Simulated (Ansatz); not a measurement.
SnSe: computed properties

Level of theory: Ansatz 0.2.0, DFT r2SCAN, scalar-relativistic, plane waves, PAW.

Cutoff 500 eV; k points 10×10×10 on the computed 2-atom cell (Γ-centred); Gaussian smearing, width 0.02 eV; no spin polarisation.

The structure is relaxed at this level of theory with its symmetry kept. This rock-salt form isn't the usual stable structure of the compound.

Space group Fm-3m (No. 225). a = 6.020 Å, b = 6.020 Å, c = 6.020 Å, α = 90.00°, β = 90.00°, γ = 90.00°
```json
{"atom": "Sn", "site": "4a", "symmetry": "m-3m", "x": "0.0000", "y": "0.0000", "z": "0.0000"}
{"atom": "Se", "site": "4b", "symmetry": "m-3m", "x": "0.5000", "y": "0.0000", "z": "0.0000"}
```

| Property | Result |
| --- | --- |
| Space group | Fm-3m (No. 225) |
| Volume per atom | 27.27 Å³ |
| Formation energy from the elements' standard states (uncorrected) | -0.409 eV/atom |
| Generalised Kohn–Sham band gap | 0.00 eV, direct at (-0.042, -0.042, 0.482) |
| Löwdin character of the top 1 eV of the valence band | Se 4p 50 %, Sn 5s 26 %, Sn 5p 20 % |
| Löwdin character of the lowest 1 eV of the conduction band | Sn 5p 74 %, Se 4s 11 %, Se 4p 9 % |
| Electron masses at the edge by Cartesian direction of the standard setting (m_e; degenerate bands sorted by energy; no spin-orbit coupling) | x: 0.027; y: 0.026; z: 0.019 |
| Hole masses at the edge by Cartesian direction of the standard setting (m_e; degenerate bands sorted by energy; no spin-orbit coupling) | x: 0.025; y: 0.025; z: 0.021 |
| Bulk modulus | 53 GPa |
| Its pressure derivative | 4.2 |
| Bader charges (e) | Sn (1 in the cell) 0.92, Se (1 in the cell) -0.92 |